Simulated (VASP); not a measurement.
A run of VASP 6.6.1:

The input INCAR:

```
ALGO = Normal
EDIFF = 1E-6
ENCUT = 520
GGA = PS
ISIF = 2
ISMEAR = 0
LASPH = T
LCHARG = T
LELF = T
LREAL = F
LVHAR = T
LWAVE = F
NBANDS = 15
NELM = 100
PREC = Accurate
SIGMA = 0.05
```

Contents of KPOINTS:

```
k-points
0
Gamma
  8 8 8
```

The input POSCAR:

```
BaTe
1.0
    0.0000000000      3.4713974052      3.4713974052
    3.4713974052      0.0000000000      3.4713974052
    3.4713974052      3.4713974052      0.0000000000
Ba Te
1 1
Direct
    0.0000000000      0.0000000000      0.0000000000
    0.4584209036      0.4584209036      0.4584209036
```

Potentials or basis: VASP PAW PBE potentials, release 64 (Ba_sv, Te).

The run is started by

```sh
$ cat potpaw_PBE.64/Ba_sv/POTCAR potpaw_PBE.64/Te/POTCAR > POTCAR
$ mpirun -np 1 vasp_std > vasp.out
```

Hardware: 1 thread of AMD EPYC 9R14 (Zen 4), on a shared host.

Estimate the wall time of this run.

It took 57 s on 1 thread of AMD EPYC 9R14 (Zen 4), on a shared host, peak memory 0.25 GiB. Counts: scf iterations 12, k points 65.
